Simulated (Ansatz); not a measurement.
```cif
data_structure
_symmetry_space_group_name_H-M 'P 1'
_symmetry_Int_Tables_number 1
_cell_length_a 2.8289
_cell_length_b 2.8289
_cell_length_c 2.8289
_cell_angle_alpha 60.000
_cell_angle_beta 60.000
_cell_angle_gamma 60.000
_cell_volume 16.01
loop_
_atom_site_label
_atom_site_type_symbol
_atom_site_fract_x
_atom_site_fract_y
_atom_site_fract_z
_atom_site_occupancy
Li1 Li 0.00000 0.00000 0.00000 1
H1 H 0.50000 0.50000 0.50000 1
```

RPA correlation and exact exchange on PBE orbitals, all-electron datasets in plane waves (scalar-relativistic, Gaussian nuclei) (Ansatz); 4×4×4 mesh, wave cutoff 2310 eV, correlation extrapolated to infinite response cutoff from cutoffs up to 280 eV, 4 electrons, all correlated, 110 empty bands, long-wavelength term: optical limit. The band count ends below the top response cutoff.

The cell is then scaled evenly to 1.128 times this volume.

Energy change of the cell: PBE +0.019 eV (mean pressure -1.5 GPa); the Hartree-Fock expression on these orbitals -0.013 eV (mean pressure +1.0 GPa).

What change follows for RPA correlation and the RPA total?

RPA correlation: +0.051 eV (mean pressure -4.0 GPa). The RPA total: +0.038 eV (mean pressure -3.0 GPa).

The program warned that its long-wavelength term hit its cap. This ran on a trial build of the method. The cell is a model at fixed atoms and needn't be the relaxed known crystal. The correlation step scatters with the plane-wave count, here by about 0.01 eV. The mesh is coarse, so these steps aren't converged.
